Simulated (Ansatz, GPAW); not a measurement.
Given: the input of a run of Ansatz 0.2.0 on TaN. 

The input input.yaml:

```yaml
crystal:
  lattice:
    - [0.0, 2.17900131, 2.17900131]
    - [2.17900131, 0.0, 2.17900131]
    - [2.17900131, 2.17900131, 0.0]
  atoms:
    - { symbol: Ta, position: [0.5, 0.5, 0.5], spin: 0.5 }
    - { symbol: "N", position: [0.0, 0.0, 0.0] }
hamiltonian:
  xc: pbe
  pseudopotentials: { kind: paw }
magnetization:
  spin_polarized: true
kpoints:
  mp_grid: { grid: [7, 7, 7] }
scf:
  occupations: { method: gaussian, width: 0.05 }
output:
  forces: true
  stress: true
  eigenvalues: true
  write_density: true
  write_potential: true
  elf: true
  volumetric_format: npy
```

Potentials or basis: Ansatz PAW.

The run is started by

```sh
$ ansatz run input.yaml --threads 2 --pin off --max-ram 5632MiB --backend cpu --events-out ev --progress --plain --runs-dir out
```

**Question.** Translate it to GPAW 26.7.0 (ASE script). Potentials or basis there: GPAW PAW data sets (gpaw-data 1.2.1), cutoff 800 eV.

**Answer.** As run (cutoffs and basis follow the program's own potentials, and thresholds, step limits or extra output files can differ):

Contents of run.py:

```python
from ase.dft.bandgap import bandgap
from ase.io import read, write
from ase.units import Bohr, GPa
from gpaw import GPAW, PW
from gpaw.elf import elf_from_dft_calculation

atoms = read('TaN.xyz')
atoms.set_initial_magnetic_moments([0.5, 0.0])

calc = GPAW(mode=PW(800),
            xc='PBE',
            kpts={'size': (7, 7, 7), 'gamma': True},
            occupations={'name': 'methfessel-paxton', 'order': 0, 'width': 0.05},
            nbands=19,
            convergence={'density': 1e-05, 'energy': 1e-05},
            maxiter=150,
            txt='gpaw.txt')
atoms.calc = calc
energy = atoms.get_potential_energy()
forces = atoms.get_forces()
stress = atoms.get_stress()
calc.write('gs.gpw')
write('result.traj', atoms)
print(f'Energy: {energy:.6f} eV')
print('Forces (eV/A):')
print(forces.round(4))
print('Stress (GPa):', (stress / GPa).round(3))
print('Moments:', calc.get_magnetic_moments().round(3))
print('Fermi level:', round(calc.get_fermi_level(), 4), 'eV')
print(f'Gap: {bandgap(calc)[0]:.4f} eV, direct: {bandgap(calc, direct=True)[0]:.4f} eV')

# fields on the real-space grid
write('density.cube', atoms, data=calc.get_pseudo_density() * Bohr**3)
write('potential.cube', atoms, data=calc.get_electrostatic_potential())
write('spin.cube', atoms, data=(calc.get_pseudo_density(spin=0) - calc.get_pseudo_density(spin=1)) * Bohr**3)
write('elf.cube', atoms, data=elf_from_dft_calculation(calc).data)
```

File TaN.xyz:

```xyz
2
Lattice="0.0000000000 2.1790013100 2.1790013100 2.1790013100 0.0000000000 2.1790013100 2.1790013100 2.1790013100 0.0000000000" Properties=species:S:1:pos:R:3 pbc="T T T"
Ta     2.1790013100      2.1790013100      2.1790013100
N      0.0000000000      0.0000000000      0.0000000000
```

Potentials or basis: GPAW PAW data sets (gpaw-data 1.2.1), pw.

Launch:

```console
$ OMP_NUM_THREADS=1 python run.py
```

Both were run:

|  | Ansatz | GPAW |
| --- | --- | --- |
| Pressure | 14.3 GPa | 14.3 GPa |
| Net moment | 0.00 μB per cell | 0.00 μB per cell |

Ansatz's pressure holds a Pulay term of +0.52 GPa for its cutoff of 420 eV, which the other run lacks.

Where Ansatz's input types no cutoff or centring, it takes its own default and a Γ-centred mesh.

The magnetic state is the one that the start led to; the real crystal's order can differ.

The cell lies far from this level's equilibrium.

Pressure is positive in compression.
